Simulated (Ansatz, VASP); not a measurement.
**One calculation of PbS, two programs**

POSCAR

```
PbS
1.0
    4.0896976867      0.0000000000      0.0000000000
   -2.0448488433      3.5417820905      0.0000000000
    0.0000000000      0.0000000000      3.7881670000
Pb S
1 1
Direct
    0.0000000000      0.0000000000      0.0000000000
    0.6666666667      0.3333333333      0.5000000000
```

The input INCAR.step1:

```
ALGO = Normal
EDIFF = 1E-6
ENCUT = 520
GGA = PE
ISIF = 2
ISMEAR = -5
LASPH = True
LCHARG = True
LREAL = False
LWAVE = False
NBANDS = 17
NELM = 100
PREC = Accurate
SIGMA = 0.1
```

KPOINTS.step1

```
k-points
0
Gamma
  6 6 4
```

Contents of INCAR.step2:

```
ALGO = Normal
EDIFF = 1E-6
ENCUT = 520
GGA = PE
ICHARG = 11
ISIF = 2
ISMEAR = -5
LASPH = True
LCHARG = False
LORBIT = 11
LREAL = False
LWAVE = False
NBANDS = 17
NEDOS = 2001
NELM = 100
PREC = Accurate
SIGMA = 0.1
```

File KPOINTS.step2:

```
k-points
0
Gamma
  9 9 6
```

Input for Ansatz:

```yaml
crystal:
  lattice:
    - [4.0896976867, 0.0, 0.0]
    - [-2.0448488433, 3.5417820905, 0.0]
    - [0.0, 0.0, 3.788167]
  atoms:
    - { symbol: Pb, position: [0.0, 0.0, 0.0] }
    - { symbol: S, position: [0.6666666667, 0.3333333333, 0.5] }
basis:
  ecutwfc: 420
kpoints:
  mp_grid: { grid: [6, 6, 4] }
hamiltonian:
  xc: pbe
scf:
  occupations: { method: tetrahedron }
  mixing: { algorithm: broyden, ndim: 4, preconditioner: kerker }
  initial_density: { chi_scale: 0, normalization: atom }
  max_iter: 70
output:
  forces: true
  stress: true
  eigenvalues: true
  dos: { method: smearing }
```

Alike in both runs: task density of states; functional PBE; k mesh 6 × 6 × 4; occupations tetrahedron; no spin polarisation.

|  | VASP | Ansatz |
| --- | --- | --- |
| version | VASP 6.6.1 | Ansatz 0.2.0 |
| potentials or method | VASP PAW PBE potentials, release 64 (Pb_d, S) | scalar-relativistic, plane waves, PAW |
| plane-wave cutoff (eV) | 520 | 420 |
| valence electrons in the cell | 20 | 20 |

```tsv
	VASP	Ansatz	Ansatz less VASP
pressure (GPa)	-0.1	0.0	+0.06
```

With one functional, cell and mesh, what is left measures potentials, basis and numerics. Ansatz warned: «band_table_not_solved_further».

Caveats: the k mesh is coarse (spacing up to 0.41 Å⁻¹), so the values aren't converged; tetrahedron occupations give inexact forces and stress in metals. Spin-orbit coupling is left out, which matters for the levels of Pb.
